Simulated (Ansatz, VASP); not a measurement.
Ti: VASP beside Ansatz

```
Ti
1.0
     4.60000    0.00000    0.00000
    -2.30000    3.98372    0.00000
     0.00000    0.00000    2.82000
Ti
3
Direct
  0.00000 0.00000 0.00000
  0.33333 0.66667 0.50000
  0.66667 0.33333 0.50000
```

This isn't the form of Ti at room conditions, which is hcp.

Alike in both runs: task single point; functional BLYP; k mesh 8 × 8 × 11; occupations fermi-dirac, width 0.1 eV; no spin polarisation.

|  | VASP | Ansatz |
| --- | --- | --- |
| version | VASP 6.6.1 | Ansatz 0.2.0 |
| potentials or method | VASP PAW PBE potentials, release 64 (Ti_sv) | plane waves, PAW |
| plane-wave cutoff (eV) | 520 | 450 |
| valence electrons in the cell | 36 | 36 |

|  | VASP | Ansatz | Ansatz less VASP |
| --- | --- | --- | --- |
| pressure (GPa) | 2.1 | 2.1 | +0.01 |
| largest component of the traceless stress (GPa) | 1.12 | 1.12 | 0.000 |

With one functional, cell and mesh, what is left measures potentials, basis and numerics. Ansatz warned: «structure_snapped_to_symmetry».

Caveats: the PAW data sets were made with another functional, which shifts forces and pressure a little (VASP).
